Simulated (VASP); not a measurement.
# MgO (Fm-3m) in VASP: a series of runs, part 2 of 2

VASP 6.6.1. The steps go on from the part before.

## 3. Relaxation of cell and atoms, PBE

This run uses another cell than the first one, of 9.85 Å³/atom, 1.051 times its volume.

The input, INCAR:

```
PREC = Accurate
ENCUT = 520
EDIFF = 1E-7
ISMEAR = 0
SIGMA = 0.02
LREAL = False
LASPH = True
NELM = 60
ALGO = Normal
ISIF = 3
LWAVE = False
LCHARG = False
GGA = PE
IBRION = 2
NSW = 80
EDIFFG = -0.002
```

The input, KPOINTS:

```
Automatic mesh
0
Gamma
  2 2 2
```

The input, POSCAR:

```
MgO                                     
1.0
    0.0000000000      2.1435737671      2.1435737671
    2.1435737671      0.0000000000      2.1435737671
    2.1435737671      2.1435737671     -0.0000000000
  Mg              O             
     1     1
Direct
     0.0000000000000000    0.0000000000000000    0.0000000000000000
     0.5000000000000000    0.5000000000000000    0.5000000000000000
```

Potentials or basis: VASP PAW PBE potentials, release 64 (Mg, O).

Started as:

```console
$ cat potpaw_PBE.64/Mg/POTCAR potpaw_PBE.64/O/POTCAR > POTCAR
$ mpirun -np 1 vasp_std > vasp.out
```

OUTCAR:

```text
PREC = Accurate
   ENCUT = 520
   EDIFF = 1E-7
   ISMEAR = 0
   LREAL = False
   LASPH = True
   NELM = 60
   ISIF = 3
   GGA = PE
   IBRION = 2
   NSW = 80
   EDIFFG = -0.002

 ion  position               nearest neighbor table
   1  0.000  0.000  0.000-   2 2.14   2 2.14   2 2.14   2 2.14   2 2.14   2 2.14
   2  0.500  0.500  0.500-   1 2.14   1 2.14   1 2.14   1 2.14   1 2.14   1 2.14

  LATTYP: Found a face centered cubic cell.
 ALAT       =     4.2871475342

  Lattice vectors:

 A1 = (   0.0000000000,   2.1435737671,   2.1435737671)
 A2 = (   2.1435737671,   0.0000000000,   2.1435737671)
 A3 = (   2.1435737671,   2.1435737671,   0.0000000000)

Analysis of symmetry for initial positions (statically):
=====================================================================
 Subroutine PRICEL returns:
 Original cell was already a primitive cell.

 Routine SETGRP: Setting up the symmetry group for a
 face centered cubic supercell.

 Subroutine GETGRP returns: Found 48 space group operations
 (whereof 48 operations were pure point group operations)
 out of a pool of 48 trial point group operations.

The static configuration has the point symmetry O_h .

Analysis of symmetry for dynamics (positions and initial velocities):
=====================================================================
 Subroutine PRICEL returns:
 Original cell was already a primitive cell.

 Routine SETGRP: Setting up the symmetry group for a
 face centered cubic supercell.

 Subroutine GETGRP returns: Found 48 space group operations
 (whereof 48 operations were pure point group operations)
 out of a pool of 48 trial point group operations.

The dynamic configuration has the point symmetry O_h .

[... 151 lines left out ...]
      2.14357      2.14357      2.14357        -0.000000     -0.000000      0.000000
 -----------------------------------------------------------------------------------
    total drift:                               -0.000000     -0.000000      0.000000

  FREE ENERGIE OF THE ION-ELECTRON SYSTEM (eV)
  ---------------------------------------------------
  free  energy   TOTEN  =       -11.0592994289 eV

  energy  without entropy=      -11.0592994289  energy(sigma->0) =      -11.05929943

--------------------------------------- Ionic step        2  -------------------------------------------

 number of electron       8.0000000 magnetization

 Free energy of the ion-electron system (eV)
  ---------------------------------------------------
  ext. energy  EPLUGINS =         0.00000000
  ---------------------------------------------------
  free energy    TOTEN  =       -11.05930004 eV

  energy without entropy =      -11.05930004  energy(sigma->0) =      -11.05930004

 E-fermi :   3.3907     XC(G=0): -10.7213

 val. band max:        3.2959086532   @ k =   0.0000   0.0000   0.0000
 cond. band min:       7.2605598554   @ k =   0.0000   0.0000   0.0000
 fundamental gap:      3.9646512022
 Fermi energy:         3.3906549109

 k-point     1 :       0.0000    0.0000    0.0000
  band No.  band energies     occupation
      1     -13.7612      2.00000
      2       3.2959      2.00000
      3       3.2959      2.00000
      4       3.2959      2.00000
      5       7.2606      0.00000
      6      18.3773      0.00000
      7      18.3773      0.00000
      8      18.3773      0.00000
[... 12 lines left out ...]
 k-point     3 :       0.5000    0.5000    0.0000
  band No.  band energies     occupation
      1     -12.3030      2.00000
      2      -0.7481      2.00000
      3       1.9542      2.00000
      4       1.9542      2.00000
      5      11.9701      0.00000
      6      12.2582      0.00000
      7      15.7310      0.00000
      8      21.1832      0.00000

------------------------ aborting loop because EDIFF is reached ----------------------------------------

  FORCE on cell =-STRESS in cart. coord.  units (eV):
  Direction    XX          YY          ZZ          XY          YZ          ZX
  --------------------------------------------------------------------------------------
  -------------------------------------------------------------------------------------
  Total       -0.0022845     -0.0022845     -0.0022845     -0.0000000      0.0000000      0.0000000
  in kB       -0.1857308     -0.1857308     -0.1857308     -0.0000000      0.0000000      0.0000000
  external PRESSURE =      -0.1857308 kB  Pullay stress =       0.0000000 kB

 VOLUME and BASIS-vectors are now :
 -----------------------------------------------------------------------------
  energy-cutoff  :      520.00
  volume of cell :       19.71
      direct lattice vectors                 reciprocal lattice vectors
     0.000000000  2.143861539  2.143861539    -0.233224017  0.233224017  0.233224017
     2.143861539  0.000000000  2.143861539     0.233224017 -0.233224017  0.233224017
     2.143861539  2.143861539  0.000000000     0.233224017  0.233224017 -0.233224017

 POSITION                                       TOTAL-FORCE (eV/Angst)
 -----------------------------------------------------------------------------------
      0.00000      0.00000      0.00000        -0.000000     -0.000000      0.000000
      2.14386      2.14386      2.14386         0.000000      0.000000      0.000000
 -----------------------------------------------------------------------------------
    total drift:                               -0.000000     -0.000000      0.000000

  FREE ENERGIE OF THE ION-ELECTRON SYSTEM (eV)
  ---------------------------------------------------
  free  energy   TOTEN  =       -11.0593000386 eV

  energy  without entropy=      -11.0593000386  energy(sigma->0) =      -11.05930004

 reached required accuracy - stopping structural energy minimisation
```

OSZICAR:

```text
N       E                     dE             d eps       ncg     rms          rms(c)
DAV:   1     0.116625870009E+02    0.11663E+02   -0.51840E+03    56   0.906E+02
DAV:   2    -0.127481754140E+02   -0.24411E+02   -0.24411E+02    64   0.136E+02
DAV:   3    -0.130412432162E+02   -0.29307E+00   -0.29307E+00    56   0.162E+01
DAV:   4    -0.130414587992E+02   -0.21558E-03   -0.21558E-03    64   0.463E-01
DAV:   5    -0.130414590465E+02   -0.24735E-06   -0.24735E-06    56   0.125E-02    0.790E+00
DAV:   6    -0.110723182313E+02    0.19691E+01   -0.11433E+01    48   0.245E+01    0.246E+00
DAV:   7    -0.110584160474E+02    0.13902E-01   -0.46063E-02    48   0.262E+00    0.149E+00
DAV:   8    -0.110587886686E+02   -0.37262E-03   -0.33726E-02    48   0.262E+00    0.122E-01
DAV:   9    -0.110592268171E+02   -0.43815E-03   -0.85127E-04    56   0.244E-01    0.533E-02
DAV:  10    -0.110592992417E+02   -0.72425E-04   -0.17012E-04    48   0.107E-01    0.535E-03
DAV:  11    -0.110592992396E+02    0.20369E-08   -0.21190E-06    56   0.165E-02    0.213E-03
DAV:  12    -0.110592994308E+02   -0.19114E-06   -0.16398E-07    48   0.459E-03    0.335E-04
DAV:  13    -0.110592994289E+02    0.18755E-08   -0.27577E-08    24   0.131E-03
   1 F= -.11059299E+02 E0= -.11059299E+02  d E =-.110593E+02
       N       E                     dE             d eps       ncg     rms          rms(c)
DAV:   1    -0.110593086547E+02   -0.92240E-05   -0.18681E-04    48   0.141E-01    0.218E-02
DAV:   2    -0.110593000892E+02    0.85655E-05   -0.53298E-05    48   0.555E-02    0.224E-03
DAV:   3    -0.110593000386E+02    0.50666E-07   -0.27249E-07    48   0.656E-03
   2 F= -.11059300E+02 E0= -.11059300E+02  d E =-.609670E-06
```

It took 3.6 s on 1 thread of AMD EPYC 7R13 (Zen 3), shared host; peak memory 0.1 GiB.

What came out:

```yaml
Free_energy: -11.0593 eV
Relaxed_volume: 9.85 Å³/atom
Relaxed_cell: a = 3.032 Å, b = 3.032 Å, c = 3.032 Å, α = 60.00°, β = 60.00°, γ = 60.00°
Space_group_after_relaxing_to_0.05_Å: Fm-3m (No. 225)
Energy_gained_by_relaxing: 0.0 meV/atom
Ionic_steps: 2
Pressure_after_relaxing: 0.0 GPa
Band_gap_on_the_k_mesh: 3.96 eV, direct
```

Final structure:
```yaml
crystal:
  lattice:
    - [0.00000, 2.14386, 2.14386]
    - [2.14386, 0.00000, 2.14386]
    - [2.14386, 2.14386, 0.00000]
  atoms:
    - { symbol: Mg, position: [0.00000, 0.00000, 0.00000] }
    - { symbol: O, position: [0.50000, 0.50000, 0.50000] }
```

Caveat: the k mesh is coarse (spacing up to 1.27 Å⁻¹), so the values aren't converged.
